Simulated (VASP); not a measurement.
## AgCl (Chlorargyrite): relaxation of the atoms with LDA

AgCl (Chlorargyrite):

```
Ag Cl
1.0
     0.00000    2.62342    2.62342
     2.62342    0.00000    2.62342
     2.62342    2.62342    0.00000
Ag Cl
1 1
Direct
  0.00000 0.00000 0.00000
  0.50000 0.50000 0.50000
```

The cell isn't the ideal one: a relaxed cell with its volume scaled by 0.94.

| Property | Result |
| --- | --- |
| Program | VASP 6.6.1 |
| Task | relaxation of the atoms |
| Functional | LDA |
| Potentials or basis | VASP PAW LDA potentials, release 64 (Ag, Cl) |
| Cutoff | 600 eV |
| k mesh | 8 × 8 × 8 |
| Occupations | gaussian, width 0.03 eV |
| Spin | no spin polarisation |
| Further INCAR settings | ALGO = Normal; EDIFF = 1e-07; IBRION = 2; EDIFFG = -0.01; NSW = 40 |

* Pressure after relaxing: 5.0 GPa
* Band gap on the k mesh: 0.69 eV, indirect (least direct gap 3.47 eV)

Final structure:
```yaml
crystal:
  lattice:
    - [0.00000, 2.62342, 2.62342]
    - [2.62342, 0.00000, 2.62342]
    - [2.62342, 2.62342, 0.00000]
  atoms:
    - { symbol: Ag, position: [0.00000, 0.00000, 0.00000] }
    - { symbol: Cl, position: [0.50000, 0.50000, 0.50000] }
```

Levels at points of the mesh, in eV from the valence-band top:
```csv
k point,band 6,band 7,band 8,band 9,band 10,band 11,band 12,band 13
"(0.00, 0.00, 0.00)",-3.29,-3.03,-3.03,-3.03,0.69,10.69,10.69,10.69
"(0.50, 0.00, 0.00)",-2.77,-2.35,0.00,0.00,3.47,7.09,7.09,7.34
"(0.50, 0.50, 0.00)",-3.00,-2.59,-2.59,-2.35,1.81,7.63,8.97,12.13
```

It took 8 s on 1 thread of AMD EPYC 9R45 96-Core Processor (Zen 5) (shared host), peak memory 0.13 GiB.

Caveat: the relaxation stopped at its first step, so nothing moved. A k mesh can miss the band edges.
